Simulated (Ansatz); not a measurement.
**Pt: enthalpy against pressure**

Pt, Fm-3m, a = 3.918 Å. Ansatz: PBEsol, PAW, 420 eV, Γ-centred 18×18×18 mesh on 1 atom, Gaussian smearing 0.10 eV; no spin polarisation. Cell and atoms are relaxed at each pressure, and no other structure is tried, so the rows at high pressure may lie past a change of phase. y is the enthalpy over the state at zero pressure; there V0 = 15.037 Å³/atom. The pressures are the targets, met within 0.07 GPa.

| P (GPa) | y (eV/atom) |
| --- | --- |
| -2.0 | -0.1883 |
| 0.0 | 0.0000 |
| 2.0 | 0.1870 |
| 5.0 | 0.4652 |
| 10.0 | 0.9230 |
| 20.0 | ? |
| 40.0 | 3.5462 |

Fit y = c1 P + c2 P² + c3 P³ to the other rows, say what c1 and c2 mean, and predict the missing value.

Least squares on the rows shown. y = 0.093821 P − 0.00015984 P² + 7.6704×10⁻⁷ P³. Since dH/dP = V, c1 is V0: 0.093821 eV/GPa × 160.2 = 15.030 Å³ against 15.037; c2 = −V0/(2B0) gives B0 = 293 GPa, where a Birch–Murnaghan fit to the volumes of the same runs (not shown) gives 288 GPa. At P = 20.0 the fit asked for gives 1.8186 eV/atom. The run gave 1.8191 eV/atom, so the fit is 0.0005 eV/atom too low, a small miss on the scale of the series.

Spin–orbit coupling is left out, which can shift energies with elements as heavy as these.